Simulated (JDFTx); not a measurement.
Here is a JDFTx 1.7.0 (patched build) calculation.

Contents of bands.in:

```
lattice \
    0.0000000000     3.2145000000     3.2145000000 \
    3.2145000000     0.0000000000     3.2145000000 \
    3.2145000000     3.2145000000     0.0000000000
latt-scale 1.889726124626 1.889726124626 1.889726124626
coords-type Lattice
ion Hg     0.0000000000     0.0000000000     0.0000000000 1
ion Te     0.7500000000     0.7500000000     0.7500000000 1

ion-species pseudo/Hg.upf
ion-species pseudo/Te.upf
elec-cutoff 40 320
elec-ex-corr gga-PBEsol
elec-smearing Fermi 0.0018374661
elec-n-bands 25
electronic-minimize nIterations 30 energyDiffThreshold 1e-06
davidson-band-ratio 1.3
forces-output-coords Cartesian
include path.kpoints
symmetries none
fix-electron-density run.$VAR

dump-name bands.$VAR
dump End Ecomponents EigStats BandEigs Kpoints Forces
```

Contents of path.kpoints:

```
kpoint +0.0000000000 +0.0000000000 +0.0000000000 0.020000000000
kpoint +0.0714285714 +0.0000000000 +0.0714285714 0.020000000000
kpoint +0.1428571429 +0.0000000000 +0.1428571429 0.020000000000
kpoint +0.2142857143 +0.0000000000 +0.2142857143 0.020000000000
kpoint +0.2857142857 +0.0000000000 +0.2857142857 0.020000000000
kpoint +0.3571428571 +0.0000000000 +0.3571428571 0.020000000000
kpoint +0.4285714286 +0.0000000000 +0.4285714286 0.020000000000
kpoint +0.5000000000 +0.0000000000 +0.5000000000 0.020000000000
kpoint +0.5000000000 +0.0833333333 +0.5833333333 0.020000000000
kpoint +0.5000000000 +0.1666666667 +0.6666666667 0.020000000000
kpoint +0.5000000000 +0.2500000000 +0.7500000000 0.020000000000
kpoint +0.4375000000 +0.3125000000 +0.7500000000 0.020000000000
kpoint +0.3750000000 +0.3750000000 +0.7500000000 0.020000000000
kpoint +0.3281250000 +0.3281250000 +0.6562500000 0.020000000000
kpoint +0.2812500000 +0.2812500000 +0.5625000000 0.020000000000
kpoint +0.2343750000 +0.2343750000 +0.4687500000 0.020000000000
kpoint +0.1875000000 +0.1875000000 +0.3750000000 0.020000000000
kpoint +0.1406250000 +0.1406250000 +0.2812500000 0.020000000000
kpoint +0.0937500000 +0.0937500000 +0.1875000000 0.020000000000
kpoint +0.0468750000 +0.0468750000 +0.0937500000 0.020000000000
kpoint +0.0000000000 +0.0000000000 +0.0000000000 0.020000000000
kpoint +0.0833333333 +0.0833333333 +0.0833333333 0.020000000000
kpoint +0.1666666667 +0.1666666667 +0.1666666667 0.020000000000
kpoint +0.2500000000 +0.2500000000 +0.2500000000 0.020000000000
kpoint +0.3333333333 +0.3333333333 +0.3333333333 0.020000000000
kpoint +0.4166666667 +0.4166666667 +0.4166666667 0.020000000000
kpoint +0.5000000000 +0.5000000000 +0.5000000000 0.020000000000
kpoint +0.5250000000 +0.4500000000 +0.5250000000 0.020000000000
kpoint +0.5500000000 +0.4000000000 +0.5500000000 0.020000000000
kpoint +0.5750000000 +0.3500000000 +0.5750000000 0.020000000000
kpoint +0.6000000000 +0.3000000000 +0.6000000000 0.020000000000
kpoint +0.6250000000 +0.2500000000 +0.6250000000 0.020000000000
kpoint +0.5625000000 +0.2500000000 +0.6875000000 0.020000000000
kpoint +0.5000000000 +0.2500000000 +0.7500000000 0.020000000000
kpoint +0.5000000000 +0.2916666667 +0.7083333333 0.020000000000
kpoint +0.5000000000 +0.3333333333 +0.6666666667 0.020000000000
kpoint +0.5000000000 +0.3750000000 +0.6250000000 0.020000000000
kpoint +0.5000000000 +0.4166666667 +0.5833333333 0.020000000000
kpoint +0.5000000000 +0.4583333333 +0.5416666667 0.020000000000
kpoint +0.5000000000 +0.5000000000 +0.5000000000 0.020000000000
kpoint +0.4791666667 +0.4791666667 +0.5416666667 0.020000000000
kpoint +0.4583333333 +0.4583333333 +0.5833333333 0.020000000000
kpoint +0.4375000000 +0.4375000000 +0.6250000000 0.020000000000
kpoint +0.4166666667 +0.4166666667 +0.6666666667 0.020000000000
kpoint +0.3958333333 +0.3958333333 +0.7083333333 0.020000000000
kpoint +0.3750000000 +0.3750000000 +0.7500000000 0.020000000000
kpoint +0.6250000000 +0.2500000000 +0.6250000000 0.020000000000
kpoint +0.5833333333 +0.1666666667 +0.5833333333 0.020000000000
kpoint +0.5416666667 +0.0833333333 +0.5416666667 0.020000000000
kpoint +0.5000000000 +0.0000000000 +0.5000000000 0.020000000000
```

Potentials or basis: PseudoDojo-SR-PBEsol-0.4.1-standard with smoothed tails.

Run with:

```console
$ jdftx -c 1 -i bands.in -o bands.out
```

**Question.** Predict the band gap along the path.

**Answer.** None (metal or under the smearing width).

Levels at the corners of the path, in eV from the Fermi level:
```
point  band 16  band 17  band 18  band 19  band 20  band 21
    Γ    -0.81    -0.04    -0.04    -0.04     4.14     4.14
    X    -5.59    -2.40    -2.40     1.80     2.31     8.10
    W    -5.69    -2.82    -2.68     3.10     4.50     5.20
    K    -5.62    -3.07    -2.00     2.15     3.91     6.92
    Γ    -0.81    -0.04    -0.04    -0.04     4.14     4.14
    L    -5.67    -1.06    -1.06     0.60     4.96     4.96
    U    -5.62    -3.07    -2.00     2.15     3.91     6.92
    W    -5.69    -2.82    -2.68     3.10     4.50     5.20
    L    -5.67    -1.06    -1.06     0.60     4.96     4.96
    K    -5.62    -3.07    -2.00     2.15     3.91     6.92
    U    -5.62    -3.07    -2.00     2.15     3.91     6.92
    X    -5.59    -2.40    -2.40     1.80     2.31     8.10
```

Caveat: spin-orbit coupling is left out, which moves the levels of the heavy elements.
